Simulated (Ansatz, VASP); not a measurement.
# One calculation of CsH, two programs

```xyz
2
Lattice="3.8184 0.0000 0.0000 0.0000 3.8184 0.0000 0.0000 0.0000 3.8184" Properties=species:S:1:pos:R:3 pbc="T T T"
Cs    0.0000    0.0000    0.0000
H     1.9092    1.9092    1.9092
```

The cell comes from a database or a generator and needn't be the stable form of this composition.

Alike in both runs: task single point; functional LDA; k mesh 8 × 8 × 8; occupations gaussian, width 0.05 eV; no spin polarisation.

```csv
,VASP,Ansatz
version,VASP 6.6.1,Ansatz 0.2.0
potentials or method,"VASP PAW LDA potentials, release 64 (Cs_sv, H)","scalar-relativistic, plane waves, PAW"
plane-wave cutoff (eV),520,420
valence electrons in the cell,10,10
```

|  | VASP | Ansatz | Ansatz less VASP |
| --- | --- | --- | --- |
| gap on the k mesh at the Fermi level (eV) | 2.27 | 2.30 | +0.030 |
| least direct gap on the mesh (eV) | 2.44 | 2.49 | +0.048 |
| pressure (GPa) | -1.9 | -1.9 | -0.05 |

Caveats: spin-orbit coupling is left out, which moves the levels of the heavy elements. A k mesh can miss the band edges.
